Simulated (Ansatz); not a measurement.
# From the elastic tensor of AlN at 11 GPa (stress–strain coefficients) to moduli and sound speeds

These are results of Ansatz, DFT PBE, scalar-relativistic, plane waves, PAW, not measurements. Plane waves to 420 eV; Γ-centred k mesh 10×10×10; fixed occupations. No spin polarisation.

Symmetry: F-43m, No. 216, cubic system. Conventional cell: a = 4.328 Å, b = 4.328 Å, c = 4.328 Å, α = 90.00°, β = 90.00°, γ = 90.00°. Al (site symmetry -43m) has 4 N at 1.87 Å as nearest neighbours. N (site symmetry -43m) has 4 Al at 1.87 Å as nearest neighbours.

Other phases may be more stable at this pressure.

Relaxed-ion constants (GPa, on the Cartesian axes of the calculation):
```
318.9 192.4 192.4   0.0   0.0   0.0
192.4 318.9 192.4   0.0   0.0   0.0
192.4 192.4 318.9   0.0   0.0   0.0
  0.0   0.0   0.0 188.1   0.0   0.0
  0.0   0.0   0.0   0.0 188.1   0.0
  0.0   0.0   0.0   0.0   0.0 188.1
```

Density 3.358 g/cm³; 2 atoms in 20.27 Å³.

The values that follow are for a polycrystal of randomly turned grains, by Hill's mean where one number stands. In a crystal this anisotropic the Voigt and Reuss bounds lie far apart, so Hill's mean and the sound speeds and Debye temperature from it are rough.

```
Bulk modulus, Voigt / Reuss / Hill          : 234.6 / 234.6 / 234.6 GPa
Shear modulus, Voigt / Reuss / Hill         : 138.2 / 105.1 / 121.7 GPa
Young's modulus                             : 311 GPa
Poisson ratio                               : 0.279
Pugh ratio B/G                              : 1.93
Universal anisotropy index                  : 1.57
Longitudinal and transverse sound speeds    : 10870 and 6019 m/s
Debye temperature from the mean sound speed : 923 K
```

This zinc-blende form isn't the usual stable structure of the compound at low pressure.

Cost: 1 run of about 0.28 core-minutes, on AMD EPYC 9R45 (Zen 5) (shared hosts).